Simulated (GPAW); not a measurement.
InPd:

```
CELL_PARAMETERS angstrom
3.27188 0.00000 0.00000
0.00000 3.27188 0.00000
0.00000 0.00000 3.27188
ATOMIC_POSITIONS crystal
In 0.00000 0.00000 0.00000
Pd 0.50000 0.50000 0.50000
```

The cell comes from a database or a generator and needn't be the stable form of this composition.

```yaml
Program: GPAW 26.7.0
Task: single point
Functional: PBEsol
Potentials_or_basis: PAW data sets generated in the run's folder for this functional
Cutoff: 600 eV
Basis: pw
k_mesh: 8 × 8 × 8
Occupations: fermi-dirac, width 0.05 eV
Spin: no spin polarisation
```

On this cell: pressure -3.1 GPa; largest force zero by symmetry; band gap on the k mesh none (metal or under the smearing width).

The same run follows on a disturbed copy (atoms moved at random, drawn with an rms of 0.05 Å):

```
In Pd
1.0
     3.27188    0.00000    0.00000
     0.00000    3.27188    0.00000
     0.00000    0.00000    3.27188
In Pd
1 1
Direct
  0.99323 0.00032 0.00838
  0.48910 0.50688 0.49185
```

Task: What does the disturbed cell give?

Result: The energy (extrapolated to zero smearing) moves by +3.3 meV/atom; pressure -3.0 GPa; largest force 0.222 eV/Å; band gap on the k mesh none (metal or under the smearing width).

Forces on the atoms (eV/Å):
```
In  -0.051  0.081 -0.200
Pd   0.051 -0.081  0.201
```

Stress tensor (GPa, compression positive):
```
-2.93 -0.03  0.07
-0.03 -2.94 -0.11
 0.07 -0.11 -3.03
```
